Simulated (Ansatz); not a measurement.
The calculation used DFT PBE, scalar-relativistic, plane waves, PAW (Ansatz 0.2.0). Settings: cutoff 420 eV, Γ-centred meshes spaced at most about 0.3 Å⁻¹, and about 0.25 Å⁻¹ or finer for metals (2π included), Gaussian smearing. No spin polarisation in the final relaxations.

These are static total energies at zero pressure. All come from trial cells, and lower structures may exist.

**Question.** Order these relaxed structures of Ga by energy, lowest first, with the energy over the lowest of them.
A.

```xyz
3
Lattice="3.9388 0.0000 0.0000 0.0000 3.9388 0.0000 0.0000 0.0000 3.9388" Properties=species:S:1:pos:R:3 pbc="T T T"
Ga    0.0000    1.9694    1.9694
Ga    1.9694    0.0000    1.9694
Ga    1.9694    1.9694    0.0000
```

B.

```xyz
1
Lattice="2.7167 0.0000 0.0000 0.0000 2.7167 0.0000 0.0000 0.0000 2.7167" Properties=species:S:1:pos:R:3 pbc="T T T"
Ga    0.0000    0.0000    0.0000
```

**Answer.** A (0 meV/atom), B (12 meV/atom). Forms: A Pm-3m; B simple cubic type, Pm-3m. Counting all near atoms (those within 1.25 times the shortest distance at each site): A has Ga 8; B has Ga 6.

The k mesh leaves some 4 meV/atom of noise in the energy of each metallic cell. Cells relaxed within their symmetry can be saddle points. The part of the Crystallography Open Database at hand lists Ga in space groups No. 15, 63, 64, 139, 166 and others; no cell shown has one of them. Some types were kept out of the candidates beforehand, so the set may lack a known form.
